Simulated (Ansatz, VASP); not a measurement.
Mg in VASP and in Ansatz

Contents of INCAR:

```
SYSTEM = Mg
PREC = Accurate
ENCUT = 520
EDIFF = 1E-6
ISMEAR = -1
SIGMA = 0.1
LREAL = .False.
LASPH = .True.
NELM = 60
ALGO = Normal
ISIF = 2
LWAVE = .False.
LCHARG = .True.
LELF = .True.
LVHAR = .True.
NBANDS = 9
```

Contents of KPOINTS:

```
regular mesh
0
Gamma
  19 19 10
  0 0 0
```

File POSCAR:

```
Mg
1.0
    3.0901646091      0.0000000000      0.0000000000
   -1.5450823045      2.6761610533      0.0000000000
    0.0000000000      0.0000000000      5.0161708188
Mg
2
Direct
    0.3333333333      0.6666666667      0.2500000000
    0.6666666667      0.3333333333      0.7500000000
```

Input for Ansatz:

```yaml
crystal:
  lattice:
    - [3.0901646091, 0.0, 0.0]
    - [-1.5450823045, 2.6761610533, 0.0]
    - [0.0, 0.0, 5.0161708188]
  atoms:
    - { symbol: Mg, position: [0.3333333333, 0.6666666667, 0.25] }
    - { symbol: Mg, position: [0.6666666667, 0.3333333333, 0.75] }
hamiltonian:
  xc: lda
  pseudopotentials:
    kind: paw
    azcp:
      Mg: "pseudopotentials/Mg.paw.azcp"
basis:
  ecutwfc: 420
  fft_grid_basis: typed
kpoints:
  mp_grid: { grid: [19, 19, 10], shift: [0, 0, 0] }
magnetization:
  spin_polarized: false
scf:
  occupations: { method: fermi_dirac, width: 0.1 }
output:
  stress: true
```

Alike in both runs: task single point; functional LDA; k mesh 19 × 19 × 10; occupations fermi-dirac, width 0.1 eV; no spin polarisation.

|  | VASP | Ansatz |
| --- | --- | --- |
| version | VASP 6.6.1 | Ansatz 0.2.0 |
| potentials or method | VASP PAW LDA potentials, release 64 (Mg) | plane waves (420 eV) with PAW, scalar-relativistic |
| plane-wave cutoff (eV) | 520 | 420 |
| valence electrons in the cell | 4 | 20 |

Ansatz gave:

```
pressure (GPa) : 1.8
```

Task: What did VASP give for the same quantities?

Result: Pressure (GPa): 1.5.

The two sets of potentials don't hold the same shells in valence. Ansatz warned: «pseudo_functional_mismatch».
